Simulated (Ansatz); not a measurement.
## Equation of state of NbN

A database entry relaxed whole under r2SCAN (Fm-3m):

```xyz
2
Lattice="0.0000 2.2063 2.2063 2.2063 0.0000 2.2063 2.2063 2.2063 0.0000" Properties=species:S:1:pos:R:3 pbc="T T T"
Nb    2.2063    2.2063    2.2063
N     0.0000    0.0000    0.0000
```

The cell was scaled uniformly, its shape held, and the atoms relaxed at each volume with plane-wave PAW DFT (Ansatz 0.2.0; r2SCAN, 500 eV, 13×13×13 Γ-centred mesh, fermi-dirac occupations of width 0.100 eV; no spin, no spin-orbit coupling). One row is withheld.

```csv
volume (Å³/atom),energy over the lowest (meV/atom),pressure (GPa)
10.095,42.0,22.62
10.310,17.7,14.20
10.525,?,?
10.740,0.0,-0.14
10.955,4.6,-6.24
11.169,16.9,-11.71
11.384,36.3,-16.63
```

Task: Fit the pressures of the other rows to the third-order Birch-Murnaghan form.

Result: With f = [(V₀/V)^(2/3) − 1]/2 and P = 3B₀f(1 + 2f)^(5/2)[1 + 3(B₀′ − 4)f/2], least squares gives V₀ = 10.74 Å³ an atom, B₀ = 322 GPa and B₀′ = 4.4; the rows miss the fit by less than 0.01 GPa. The slope of the energies differs from these pressures by 0.20 GPa, since they are taken to zero smearing while pressures follow the free energy.

Task: What does the withheld row hold?

Result: The fit gives 6.64 GPa at 10.525 Å³; the run gave 6.65 GPa and 4.0 meV an atom.

Caveats: the shape of the cell was held; 0 K, fixed nuclei; the symmetry was kept, and this need not be the phase that is stable at 0 K; one mesh for all volumes; pressure is positive in compression.
